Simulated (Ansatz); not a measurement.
**In in Ansatz, relaxation**

Launch command:

```bash
ansatz run input.yaml --threads 2 --pin off --max-ram 4096MiB --backend cpu --events-out ev --progress --plain --runs-dir out
```

The input file (Ansatz 0.2.0, plane waves):

```yaml
crystal:
  lattice:
    - [-1.60817673, 1.60817673, 2.44829117]
    - [1.60817673, -1.60817673, 2.44829117]
    - [1.60817673, 1.60817673, -2.44829117]
  atoms:
    - { symbol: In, position: [0.0, 0.0, 0.0] }
  symmetry: { detect: false, time_reversal: true }
kpoints:
  mp_grid: { grid: [10, 10, 10], shift: [0, 0, 0] }
magnetization:
  spin_polarized: true
scf:
  occupations: { method: fermi_dirac, width: 0.0624 }
  lower_state_search: "off"
hamiltonian:
  pseudopotentials: { kind: paw }
  xc: pbe
basis:
  ecutwfc: 420
  fft_grid_basis: typed
relax:
  max_steps: 80
  cell: { p_target: 20.0 }
output:
  forces: true
  stress: true
  eigenvalues: true
  bader: true
  populations: true
  elf: true
  write_potential: true
  volumetric_format: npy
  dos:
    e_range: [-12, 8]
    de: 0.05
    projected: { site_lists: { In: [In] } }
  write_density: true
checkpoint:
  read: saved_state
```

Origin of the cell: a database entry, scaled a little.

The saved state is a converged single point of the same cell.

Steps («new basis» is an SCF on plane waves selected anew at the same cell):

| step | ΔH (meV/atom) | max force component (eV/Å) | P (GPa) | volume (Å³) | SCF iterations | step was |
| --- | --- | --- | --- | --- | --- | --- |
| 1 | 0.0 | 0.000 | 3.58 | 25.33 | 4 | accepted |
| 2 | -242.0 | 0.000 | 13.27 | 22.18 | 5 | accepted |
| 3 | -268.6 | 0.000 | 22.89 | 20.42 | 5 | accepted |
| 4 | -272.5 | 0.000 | 19.80 | 20.91 | 4 | accepted |
| 5 | -272.9 | 0.000 | 19.89 | 20.91 | 3 | accepted |
| 6 | -274.7 | 0.000 | 20.27 | 20.88 | 4 | accepted |
| 7 | -280.7 | 0.000 | 19.52 | 20.94 | 5 | accepted |
| 8 | -277.5 | 0.000 | 19.94 | 20.85 | 4 | rejected |
| 9 | -280.8 | 0.000 | 19.97 | 20.86 | 6 | accepted |
| 10 | -279.9 | 0.000 | 19.94 | 20.86 | 6 | new basis |
| 11 | -279.9 | 0.000 | 20.00 | 20.85 | 3 | accepted |
| 12 | -279.9 | 0.000 | 20.00 | 20.85 | 5 | new basis |

Before:

Space group I4/mmm (No. 139); the run's cell has a = 3.342 Å, b = 3.342 Å, c = 3.342 Å, α = 122.47°, β = 122.47°, γ = 85.78°. Shortest distances: In–In 3.22 Å.

The relaxed structure.

Space group I4/mmm (No. 139); the run's cell has a = 3.060 Å, b = 3.060 Å, c = 3.060 Å, α = 117.93°, β = 117.93°, γ = 93.62°. Shortest distances: In–In 3.06 Å.

```yaml
crystal:
  lattice:
    - [-1.57761, 1.57761, 2.09452]
    - [1.57761, -1.57761, 2.09452]
    - [1.57761, 1.57761, -2.09452]
  atoms:
    - { symbol: In, position: [0.00000, 0.00000, 0.00000] }
```

| Property | Result |
| --- | --- |
| Enthalpy lowered by | 279.9 meV/atom |
| Volume change | -17.67 % |
| Final pressure | 20.00 GPa |
| Relaxation steps listed | 12 |
| Gap on the mesh | none (metal) |

Caveats: no moments, though an odd count or open d shells may carry them; spin is on but no moment was typed.

The run took 86 s of wall time on 2 CPU thread(s) of a shared host, from a saved density.
